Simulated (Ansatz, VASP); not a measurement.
## GaSb: VASP beside Ansatz

```xyz
2
Lattice="0.0000 3.0590 3.0590 3.0590 0.0000 3.0590 3.0590 3.0590 0.0000" Properties=species:S:1:pos:R:3 pbc="T T T"
Sb    4.5885    4.5885    4.5885
Ga    0.0000    0.0000    0.0000
```

Alike in both runs: task single point; functional r2SCAN; dispersion rVV10; k mesh 8 × 8 × 8; occupations fermi-dirac, width 0.05 eV; no spin polarisation.

|  | VASP | Ansatz |
| --- | --- | --- |
| version | VASP 6.6.1 | Ansatz 0.2.0 |
| potentials or method | VASP PAW PBE potentials, release 64 (Sb, Ga_d) | Ansatz PAW |
| plane-wave cutoff (eV) | 520 | 500 |
| valence electrons in the cell | 18 | 28 |

|  | VASP | Ansatz | Ansatz less VASP |
| --- | --- | --- | --- |
| gap on the k mesh at the Fermi level (eV) | 0.45 | 0.46 | +0.014 |
| least direct gap on the mesh (eV) | 0.45 | 0.46 | +0.014 |
| pressure (GPa) | -0.2 | -0.4 | -0.18 |

The two sets of potentials don't hold the same shells in valence.

Caveats: spin-orbit coupling is left out, which moves the levels of the heavy elements; the PAW data sets were made with another functional, which shifts forces and pressure a little (VASP); the PAW data sets come from PBE, with cores solved anew for the run's functional, which leaves a small shift of forces and pressure (Ansatz).
